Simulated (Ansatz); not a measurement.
Li3Se: from a trial structure to a relaxed crystal

The calculation used Ansatz 0.2.0, DFT PBE, scalar-relativistic, plane waves, PAW. Cutoff 420 eV, Γ-centred k mesh, Gaussian smearing, no spin polarisation in the final step.

Li3Se was placed on the Ni3Sn (D0_19) structure type (P6_3/mmc, No. 194), with Se in place of Sn, Li in place of Ni, at a guessed volume.

```
CELL_PARAMETERS angstrom
5.67065 0.00000 0.00000
-2.83532 4.91093 0.00000
0.00000 0.00000 4.55157
ATOMIC_POSITIONS crystal
Li 0.83300 0.66600 0.25000
Li 0.16700 0.83300 0.75000
Li 0.33400 0.16700 0.25000
Li 0.16700 0.33400 0.75000
Li 0.83300 0.16700 0.25000
Li 0.66600 0.83300 0.75000
Se 0.33333 0.66667 0.25000
Se 0.66667 0.33333 0.75000
```

Cell and atoms relax at zero pressure; the relaxation can't lower the symmetry of the start.

Energies over the elements count from the elements' standard structures at the same level, with no empirical corrections.

(1) Describe the relaxed structure.

(2) What are its volume, energy, density and gap?

Answers

(1) It keeps P6_3/mmc (No. 194). The result has the Ni3Sn (D0_19) structure. Conventional cell: a = 5.945 Å, c = 4.194 Å. Li has 2 Se at 2.67 Å, 6 Li at 2.75–2.85 Å, 2 Se at 2.97 Å and 2 Li at 3.09 Å; Se has 6 Li at 2.67 Å and 6 Li at 2.97 Å.

```xyz
8
Lattice="5.9447 0.0000 0.0000 -2.9723 5.1482 0.0000 0.0000 0.0000 4.1938" Properties=species:S:1:pos:R:3 pbc="T T T"
Li    2.9723    3.3624    1.0484
Li   -1.4257    4.2553    3.1453
Li    1.5466    0.8929    1.0484
Li    0.0000    1.7858    3.1453
Li    4.3981    0.8929    1.0484
Li    1.4257    4.2553    3.1453
Se    0.0000    3.4321    1.0484
Se    2.9723    1.7161    3.1453
```

(2) The volume per atom is 16.04 Å³. The density is 2.58 g/cm³, the energy over the elements is -0.84 eV/atom and the gap on the 6×6×10 mesh is 0 eV (a metal).

The final run used a 6×6×10 mesh on its 8-atom cell and 0.10 eV smearing. The k mesh leaves about 4 meV/atom of noise in metals. Symmetry constrained the relaxation, so the result can be a saddle point. The steps took of the order of 2.1 core-minutes in all.